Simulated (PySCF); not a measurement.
Screening by computed properties: pick the candidate that meets the target.

All species are isolated and taken at one optimised geometry (atoms past krypton carry core potentials, spin–orbit coupling is left out); the electronic structure was computed with PySCF and density fitting.

Dipoles, sizes and rotational constants follow the conformer. The torsions of the flexible species, by atom-mapped SMILES:
- `[CH3:1][CH2:2][N:3]([CH3:4])[CH:5]([CH3:6])[CH3:7]`: C1–C2–N3–C4 75°, C2–N3–C5–C6 71°
- `[F:1][BH:2][O:3][CH:4]([F:5])[F:6]`: F1–B2–O3–C4 2°, B2–O3–C4–F5 87°
- `[CH2:1]=[CH:2][GeH2:3][Cl:4]`: C1–C2–Ge3–Cl4 -113°
- `[CH3:1][CH:2]([CH3:3])[AsH:4][GeH3:5]`: C1–C2–As4–Ge5 74°
- `[CH3:1][CH2:2][N:3]([CH2:4][CH3:5])[CH2:6][CH3:7]`: C1–C2–N3–C4 69°, C2–N3–C4–C5 150°, C2–N3–C6–C7 -60°
- `[CH3:1][C:2]([CH3:3])([CH3:4])[CH2:5][CH2:6][NH2:7]`: C1–C2–C5–C6 180°, C2–C5–C6–N7 180°, H–N7–C6–C5 -58°, H–N7–C6–C5 58°

Task: Wanted: dipole moment between 1.1 D and 2 D (PBE0/def2-SVPD) and lowest singlet excitation above 6 eV (TDDFT PBE0/def2-SVPD), at PBE0-D3(BJ)/def2-SVP geometries. Which candidate meets both?
A. `CCN(C)C(C)C`
B. `C=[CH][GeH2][Cl]`
C. `[GeH3][AsH]C(C)C`
D. `FBOC(F)F`
E. `[CH3][In]([CH3])[SiH3]`

Result: D. Computed values:
```csv
species,dipole moment,lowest singlet excitation
CCN(C)C(C)C,0.52 D,5.54 eV
[CH3][In]([CH3])[SiH3],0.99 D,4.11 eV
[GeH3][AsH]C(C)C,1.21 D,5.75 eV
FBOC(F)F,1.37 D,8.50 eV
C=[CH][GeH2][Cl],2.61 D,6.11 eV
```

Task: Wanted: lowest triplet excitation (Tamm–Dancoff) below 4 eV (TDA PBE0/def2-SVPD) and vertical ionisation energy below 10.7 eV (ΔSCF PBE0/def2-SVPD), at PBE0-D3(BJ)/def2-SVP geometries. Which candidate meets both?
A. `FBOC(F)F`
B. `C1CC[SiH2]CC1`
C. `[CH]([GeH2][Cl])=C`
D. `[CH3][In]([CH3])[SiH3]`
E. `CC(C)(C)C`
F. `CCN(CC)CC`

Result: D. Computed values:
| species | lowest triplet excitation (Tamm–Dancoff) | vertical ionisation energy |
| --- | --- | --- |
| [CH3][In]([CH3])[SiH3] | 3.59 eV | 8.69 eV |
| [CH]([GeH2][Cl])=C | 4.20 eV | 10.36 eV |
| CCN(CC)CC | 5.44 eV | 7.73 eV |
| C1CC[SiH2]CC1 | 7.02 eV | 9.58 eV |
| FBOC(F)F | 7.52 eV | 12.96 eV |
| CC(C)(C)C | 8.34 eV | 10.95 eV |

Task: Wanted: electronic spatial extent ⟨r²⟩ about the centre of nuclear charge between 600 bohr² and 1000 bohr² (PBE0/def2-SVPD) and HOMO energy above -8 eV (PBE0/def2-SVPD), at PBE0-D3(BJ)/def2-SVP geometries. Which candidate meets both?
A. `CCN(C)C(C)C`
B. `CC(C)(C)CCN`
C. `CC(C)(C)C`
D. `C=[CH][GeH2][Cl]`
E. `FBOC(F)F`

Result: A. Computed values:
```csv
species,electronic spatial extent ⟨r²⟩ about the centre of nuclear charge,HOMO energy
CC(C)(C)C,485 bohr²,-9.03 eV
FBOC(F)F,540 bohr²,-10.57 eV
C=[CH][GeH2][Cl],686 bohr²,-8.39 eV
CCN(C)C(C)C,961 bohr²,-5.89 eV
CC(C)(C)CCN,1038 bohr²,-6.80 eV
```

Task: Wanted: smallest rotational constant below 1 GHz (PBE0-D3(BJ)/def2-SVP) and HOMO–LUMO gap below 8 eV (PBE0/def2-SVPD), at PBE0-D3(BJ)/def2-SVP geometries. Which candidate meets both?
A. `C1CC[SiH2]CC1`
B. `CCN(C)C(C)C`
C. `FBOC(F)F`
D. `[CH3][In]([CH3])[SiH3]`
E. `CC(C)[AsH][GeH3]`

Result: E. Computed values:
```
               species  smallest rotational constant  HOMO–LUMO gap
      CC(C)[AsH][GeH3]                     0.876 GHz        6.80 eV
[CH3][In]([CH3])[SiH3]                     1.384 GHz        5.36 eV
           CCN(C)C(C)C                     1.541 GHz        6.61 eV
         C1CC[SiH2]CC1                     1.816 GHz        8.34 eV
              FBOC(F)F                     2.053 GHz       10.11 eV
```
